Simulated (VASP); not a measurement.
# Nb, equation of state: which settings are enough?

Nb, Im-3m (no. 229), 1 atom in the cell. AM05; PAW potentials Nb_sv_GW (PBE set). VASP 6.6.1.

Wanted: equilibrium volume within 0.5 %; bulk modulus within 2.5 %.

What the run is for: choice of potentials; Accuracy asked: standard; Volumes (times the given one): 0.91, 0.94, 0.97, 1, 1.03, 1.06, 1.09.

## Potentials and cutoff

| Potentials and cutoff | Equilibrium volume (Å³/atom) | Bulk modulus (GPa) | Time (s) |
|---|---|---|---|
| Nb_sv_GW, ENCUT 570 | 17.47 | 175.7 | 71 |
| Nb_sv, ENCUT 470 | 17.45 | 175.5 | 52 |
| Nb_pv, ENCUT 450 | 17.7 | 178.5 | 42 |

Chosen: Nb_sv_GW, ENCUT 570; no other choice that stays within the tolerance saves 30 % of the time.

The chosen settings are those of the reference run.

## The input

INCAR:
```
  ALGO = Normal
  EDIFF = 1E-7
  ENCUT = 570
  GGA = AM
  GGA_COMPAT = False
  ISIF = 2
  ISMEAR = 1
  LASPH = True
  LCHARG = False
  LREAL = False
  LWAVE = False
  NELM = 120
  NSW = 0
  PREC = Accurate
  SIGMA = 0.1
```

KPOINTS:
```
k-points
0
Gamma
  14 14 14
```

POSCAR.step1:
```
Nb
1.0
   -1.6124542557      1.6124542557      1.6124542557
    1.6124542557     -1.6124542557      1.6124542557
    1.6124542557      1.6124542557     -1.6124542557
Nb
1
Direct
    0.0000000000      0.0000000000      0.0000000000
```

POSCAR.step2:
```
Nb
1.0
   -1.6299823056      1.6299823056      1.6299823056
    1.6299823056     -1.6299823056      1.6299823056
    1.6299823056      1.6299823056     -1.6299823056
Nb
1
Direct
    0.0000000000      0.0000000000      0.0000000000
```

POSCAR.step3:
```
Nb
1.0
   -1.6471412750      1.6471412750      1.6471412750
    1.6471412750     -1.6471412750      1.6471412750
    1.6471412750      1.6471412750     -1.6471412750
Nb
1
Direct
    0.0000000000      0.0000000000      0.0000000000
```

POSCAR.step4:
```
Nb
1.0
   -1.6639500000      1.6639500000      1.6639500000
    1.6639500000     -1.6639500000      1.6639500000
    1.6639500000      1.6639500000     -1.6639500000
Nb
1
Direct
    0.0000000000      0.0000000000      0.0000000000
```

POSCAR.step5:
```
Nb
1.0
   -1.6804258240      1.6804258240      1.6804258240
    1.6804258240     -1.6804258240      1.6804258240
    1.6804258240      1.6804258240     -1.6804258240
Nb
1
Direct
    0.0000000000      0.0000000000      0.0000000000
```

POSCAR.step6:
```
Nb
1.0
   -1.6965847559      1.6965847559      1.6965847559
    1.6965847559     -1.6965847559      1.6965847559
    1.6965847559      1.6965847559     -1.6965847559
Nb
1
Direct
    0.0000000000      0.0000000000      0.0000000000
```

POSCAR.step7:
```
Nb
1.0
   -1.7124416073      1.7124416073      1.7124416073
    1.7124416073     -1.7124416073      1.7124416073
    1.7124416073      1.7124416073     -1.7124416073
Nb
1
Direct
    0.0000000000      0.0000000000      0.0000000000
```

Commands (each step's output is kept before the next begins):
```
cat potpaw_PBE.64/Nb_sv_GW/POTCAR > POTCAR
cp POSCAR.step1 POSCAR
mpirun -np 1 vasp_std > vasp.out
cp POSCAR.step2 POSCAR
mpirun -np 1 vasp_std > vasp.out
cp POSCAR.step3 POSCAR
mpirun -np 1 vasp_std > vasp.out
cp POSCAR.step4 POSCAR
mpirun -np 1 vasp_std > vasp.out
cp POSCAR.step5 POSCAR
mpirun -np 1 vasp_std > vasp.out
cp POSCAR.step6 POSCAR
mpirun -np 1 vasp_std > vasp.out
cp POSCAR.step7 POSCAR
mpirun -np 1 vasp_std > vasp.out
```

Limits: Total energies under different potentials can't be compared; the cell and the gap can.

The chosen input took VASP 6.6.1 71 s on 1 core (Intel Xeon 6975P-C (Granite Rapids)), a shared host.
